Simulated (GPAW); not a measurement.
Runs of GPAW 26.7.0 on CsBr. Symmetry: Pm-3m, No. 221, cubic system. Conventional cell: a = 4.326 Å, b = 4.326 Å, c = 4.326 Å, α = 90.00°, β = 90.00°, γ = 90.00°. Cs (site symmetry m-3m) is surrounded by 8 Br at 3.75 Å. Br (site symmetry m-3m) is surrounded by 8 Cs at 3.75 Å. The cell comes from a database or a generator and needn't be the stable form of this composition.

```tsv
task	level	potentials or basis	band path	band points	gap on the mesh (eV)	pressure (GPa)
single point	TB-mBJ	GPAW PAW data sets for LDA (gpaw-data 1.2.1), pw	-	-	6.21	-
band structure	r2SCAN	GPAW PAW data sets (gpaw-data 1.2.1), pw	GXMGRX,MR	60	5.18	(a)
band structure	LDA	the program's PAW data sets (release 1.2.1) made for this functional, pw	GXMGRX,MR	60	4.03	(b)
band structure	PBEsol	PAW data sets generated in the run's folder for this functional, pw	GXMGRX,MR	60	4.23	-0.7
```

Alike in all rows: no spin polarisation; cell as given; k mesh 6 × 6 × 6; cutoff (eV) 600; smearing fermi-dirac 0.05 eV.

Q: Estimate the missing entries.

A: (a) 0.0; (b) -1.9.

Caveats: spin-orbit coupling is left out, which moves the levels of the heavy elements; the PAW data sets were made with another functional, which shifts forces and pressure a little (some runs); a model potential gives levels but no total energy (some runs).

A k mesh can miss the band edges, and the runs leave out spin-orbit coupling on Br, Cs.

Runs at the PBE level aren't shown here.
